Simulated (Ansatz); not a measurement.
The polar optical mode of SiC, worked through

Method: DFT PBE, scalar-relativistic, plane waves, PAW in Ansatz. Cutoff 420 eV, 8×8×8 k-points (Γ-centred), fixed occupations. No spin polarisation. Phonons by linear response, acoustic sum rule imposed.

The cell is fixed (symmetry leaves no force on the atoms) and stands under 0.1 GPa:
```cif
data_structure
_symmetry_space_group_name_H-M 'P 1'
_symmetry_Int_Tables_number 1
_cell_length_a 3.0967
_cell_length_b 3.0967
_cell_length_c 3.0967
_cell_angle_alpha 60.000
_cell_angle_beta 60.000
_cell_angle_gamma 60.000
_cell_volume 21.00
loop_
_atom_site_label
_atom_site_type_symbol
_atom_site_fract_x
_atom_site_fract_y
_atom_site_fract_z
_atom_site_occupancy
C1 C 0.00000 0.00000 0.00000 1
Si1 Si 0.25000 0.25000 0.25000 1
```

The cell is the ideal cubic zincblende prototype. The run warned that the force constants aren't converged on this k mesh, so the frequencies and all that is formed from them are rough.

Linear response gives ν_TO = 775.1 cm⁻¹, Born charges ±2.702 e (positive on Si) and ε∞ = 7.002. The primitive cell holds 20.998 Å³, and the masses are 12.011 and 28.085 amu.

Question: Find ν_LO and the static dielectric constant.

Answer: The long-wave field adds a restoring force: ω_LO² − ω_TO² = Z*²e²/(ε_vac ε∞ μV). In these units ν_LO² − ν_TO² = 4.92064×10⁷ Z*²/(μ V ε∞) cm⁻², with μ = m₁m₂/(m₁ + m₂) = 8.413 amu: 290441 cm⁻². So ν_LO = √(775.1² + 290441) = 944.0 cm⁻¹, and the run gives 944.0. Lyddane–Sachs–Teller then gives ε0 = ε∞ (ν_LO/ν_TO)² = 10.39, against 10.39 in the run (it forms both from the same three quantities, so the match checks the arithmetic only). Between ν_TO and ν_LO the dielectric function is negative and an undamped crystal reflects fully: a reststrahlen band from 10.6 to 12.9 μm.

Question: What do the Clausius–Mossotti polarisability and the Szigeti charge come to?

Answer: With the Lorentz local field, α = (3V/4π)(ε∞ − 1)/(ε∞ + 2) = 3.34 Å³ for the pair, and e_S = 3Z*/(ε∞ + 2) = 0.90 e. The Born charge includes the electrons' response to the dipole's own local field, and e_S takes that enhancement out. The Lorentz field assumes point-like polarisable ions, a poor picture once ε∞ is this large, since the electron clouds then overlap or are shared, so both numbers are formal here.

Question: How strongly does a slow electron couple to the LO mode?

Answer: For one isotropic parabolic band, Fröhlich's constant is α_F = (1/ε∞ − 1/ε0) √(m* Ry/ħω_LO), with Ry = 13.606 eV, ħω_LO = 117.0 meV and m* in free-electron masses: α_F = 0.0465 × 10.78 × √m* = 0.50 √m*. The band mass isn't part of this run; for m* = 0.1, 0.3 and 1 it gives 0.16, 0.27, 0.50. In weak coupling the polaron lies α_F ħω_LO below the band edge (32 meV at m* = 0.3) with a mass m*(1 + α_F/6); past α_F of about 5 or 6 that expansion fails. A semilocal functional's ε∞ tends to be too large, which taken alone lowers α_F.

Cost: 1 run of about 0.15 core-minutes, on Intel Xeon 6975P-C (Granite Rapids) (shared hosts).

The results describe a polar covalent crystal, not an assembly of rigid ions. Carbon is the more electronegative partner and draws the bonding sp³ charge towards itself. Stretching the bonds shifts that charge further, so the Born charge of ±2.702 e measures dynamic charge transfer and is no static ionic charge or oxidation state. This charge opens the LO–TO splitting, while electronic screening limits it. The high frequencies themselves come from short, stiff bonds and the light carbon atom.

The difference of the squared frequencies depends on the Born charge, ε∞, mass and volume, and so is probably sounder than either frequency alone. The lattice part of ε0, by contrast, varies inversely with the square of ν_TO and inherits its error directly. Most of the static screening is still electronic, which together with the stiff lattice suggests weak to moderate Fröhlich coupling for ordinary band masses. That doesn't settle the carrier mobility, since acoustic and intervalley scattering also contribute.
